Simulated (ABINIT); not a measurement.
Crystal: PtS2.

```
CELL_PARAMETERS angstrom
3.54320 0.00000 0.00000
-1.77160 3.06850 0.00000
0.00000 0.00000 5.03880
ATOMIC_POSITIONS crystal
Pt 0.00000 0.00000 0.00000
S 0.66667 0.33333 0.77300
S 0.33333 0.66667 0.22700
```

Base run:

- Program: ABINIT 10.8.3 (patched build)
- Functional: PBE
- Potentials or basis: JTH PAW PBE v2.0
- Cutoff: 544 eV
- k mesh: 9 × 9 × 5
- Occupations: fermi-dirac, width 0.05 eV
- Spin: no spin polarisation

Its results: band gap on the k mesh 0.98 eV, indirect (least direct gap 1.03 eV); pressure 12.3 GPa; largest force 1.367 eV/Å.

**Question.** The run is repeated on the same cell with these changes: potentials or basis from JTH PAW PBE v2.0 to PseudoDojo NC SR PBE v0.5 standard; cutoff from 544 eV to 1143 eV; valence electrons from 22 to 30. What comes out?

**Answer.** Band gap on the k mesh 1.01 eV, indirect (least direct gap 1.06 eV); pressure 11.4 GPa; largest force 1.243 eV/Å.

Caveats: spin-orbit coupling is left out, which moves the levels of the heavy elements; an odd mesh through Γ misses points on the zone boundary, where band edges often lie; forces of over 1 eV/Å show positions far from the minimum, so gaps and moduli don't describe the material at rest.
